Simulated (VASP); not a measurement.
# TiTe2 (R3m) in VASP: further runs, part 2 of 2

VASP 6.6.1.

**3. Single point, PBE**

File INCAR:

```
SYSTEM = TiTe2
  PREC = Accurate
  ENCUT = 520
  EDIFF = 1E-6
  ISMEAR = 0
  SIGMA = 0.5
  LREAL = .False.
  LASPH = .True.
  NELM = 100
  ALGO = Fast
  ISIF = 2
  LWAVE = .False.
  LCHARG = .False.
  GGA = PE
  NBANDS = 19
```

File KPOINTS:

```
regular mesh
0
Gamma
  6 6 6
  0 0 0
```

File POSCAR:

```
TiTe2
1.0
    1.8800618773      1.0854542310      6.8151508306
   -1.8800618773      1.0854542310      6.8151508306
    0.0000000000     -2.1709084620      6.8151508306
Ti Te
1 2
Direct
   -0.0003050363     -0.0003050363     -0.0003050363
    0.4191340031      0.4191340031      0.4191340031
    0.2478376999      0.2478376999      0.2478376999
```

Potentials or basis: VASP PAW PBE potentials, release 64 (Ti_sv, Te).

Run with:

```bash
cat potpaw_PBE.64/Ti_sv/POTCAR potpaw_PBE.64/Te/POTCAR > POTCAR
mpirun -np 1 vasp_std > vasp.out
```

OUTCAR:

```text
SYSTEM = TiTe2
   PREC = Accurate
   ENCUT = 520
   EDIFF = 1E-6
   ISMEAR = 0
   LREAL = .False.
   LASPH = .True.
   NELM = 100
   ISIF = 2
   GGA = PE

 ion  position               nearest neighbor table
   1  1.000  1.000  1.000-   3 2.78   3 2.78   3 2.78   2 2.80   2 2.80   2 2.80
   2  0.419  0.419  0.419-   1 2.80   1 2.80   1 2.80   3 3.50
   3  0.248  0.248  0.248-   1 2.78   1 2.78   1 2.78   2 3.50

  LATTYP: Found a trigonal (rhomboedric) cell.
 ALAT       =     7.1525606879
 COS(alpha) =     0.8618180939

  Lattice vectors:

 A1 = (   1.8800618773,   1.0854542310,   6.8151508306)
 A2 = (  -1.8800618773,   1.0854542310,   6.8151508306)
 A3 = (   0.0000000000,  -2.1709084620,   6.8151508306)

Analysis of symmetry for initial positions (statically):
=====================================================================
 Subroutine PRICEL returns:
 Original cell was already a primitive cell.

 Routine SETGRP: Setting up the symmetry group for a
 trigonal (rhombohedral) supercell.

 Subroutine GETGRP returns: Found  6 space group operations
 (whereof  6 operations were pure point group operations)
 out of a pool of 12 trial point group operations.

[... 168 lines left out ...]

 val. band max:        6.1328218960   @ k =  -0.1667   0.1667   0.0000
 cond. band min:       6.1799202990   @ k =   0.1667   0.1667  -0.0000
 fundamental gap:      0.0470984030
 Fermi energy:         6.1615655428

 k-point     1 :       0.0000    0.0000    0.0000
  band No.  band energies     occupation
      1     -50.9165      2.00000
      2     -27.2033      2.00000
      3     -27.2033      2.00000
      4     -27.1000      2.00000
      5      -5.9322      2.00000
      6      -4.5627      2.00000
[... 505 lines left out ...]
      6      -3.8903      2.00000
[... 11 lines left out ...]
     18      10.9727      0.00000
     19      12.1695      0.00000

 [... further k-points ...]

------------------------ aborting loop because EDIFF is reached ----------------------------------------

  FORCE on cell =-STRESS in cart. coord.  units (eV):
  Direction    XX          YY          ZZ          XY          YZ          ZX
  --------------------------------------------------------------------------------------
  -------------------------------------------------------------------------------------
  Total        0.4640066      0.4640066      0.4243042      0.0000000      0.0000000      0.0000000
  in kB        8.9089066      8.9089066      8.1466205      0.0000000      0.0000000      0.0000000
  external PRESSURE =       8.6548112 kB  Pullay stress =       0.0000000 kB

 VOLUME and BASIS-vectors are now :
 -----------------------------------------------------------------------------
  energy-cutoff  :      520.00
  volume of cell :       83.45
      direct lattice vectors                 reciprocal lattice vectors
     1.880061877  1.085454231  6.815150831     0.265948694  0.153545550  0.048910632
    -1.880061877  1.085454231  6.815150831    -0.265948694  0.153545550  0.048910632
     0.000000000 -2.170908462  6.815150831     0.000000000 -0.307091100  0.048910632

 POSITION                                       TOTAL-FORCE (eV/Angst)
 -----------------------------------------------------------------------------------
      0.00000      0.00000     20.43922         0.000000     -0.000000      0.020399
      0.00000      0.00000      8.56938         0.000000     -0.000000      0.096505
      0.00000      0.00000      5.06715         0.000000      0.000000     -0.116905
 -----------------------------------------------------------------------------------
    total drift:                                0.000000      0.000000      0.000482

  FREE ENERGIE OF THE ION-ELECTRON SYSTEM (eV)
  ---------------------------------------------------
  free  energy   TOTEN  =       -16.0105750455 eV

  energy  without entropy=      -15.7519395280  energy(sigma->0) =      -15.88125729
```

OSZICAR:

```text
N       E                     dE             d eps       ncg     rms          rms(c)
DAV:   1     0.177306265104E+03    0.17731E+03   -0.10716E+04  1216   0.116E+03
DAV:   2    -0.192688095736E+01   -0.17923E+03   -0.17516E+03  1269   0.294E+02
DAV:   3    -0.176000368342E+02   -0.15673E+02   -0.15275E+02  1886   0.817E+01
[... 16 lines left out ...]
RMM:  20    -0.160105661775E+02   -0.54196E-05   -0.72330E-05  1673   0.346E-02    0.601E-03
RMM:  21    -0.160105701433E+02   -0.39658E-05   -0.39777E-05  1530   0.244E-02    0.181E-03
RMM:  22    -0.160105727329E+02   -0.25896E-05   -0.25210E-05  1512   0.179E-02    0.398E-03
RMM:  23    -0.160105741719E+02   -0.14390E-05   -0.14099E-05  1331   0.134E-02    0.527E-03
RMM:  24    -0.160105750455E+02   -0.87367E-06   -0.89954E-06  1259   0.106E-02
   1 F= -.16010575E+02 E0= -.15881257E+02  d E =-.258636E+00
```

stdout:

```text
POSCAR found type information on POSCAR TiTe
 POSCAR found :  2 types and       3 ions
 scaLAPACK will be used
 LDA part: xc-table for (Slater+PW92), standard interpolation
 POSCAR, INCAR and KPOINTS ok, starting setup
 FFT: planning ... GRIDC
 FFT: planning ... GRID_SOFT
 FFT: planning ... GRID
 WAVECAR not read
 entering main loop
```

It took 2.8 min on 1 thread of Intel Xeon 6975P-C (Granite Rapids), shared host; peak memory 0.4 GiB.

Results:

```yaml
Free_energy: -16.0106 eV
Pressure: 0.9 GPa
Largest_force: 0.117 eV/Å
Band_gap_on_the_k_mesh: none (metal or under the smearing width)
```

Forces in eV/Å, atoms in the order of the input:
```
Ti   0.000  0.000  0.020
Te   0.000  0.000  0.097
Te   0.000  0.000 -0.117
```
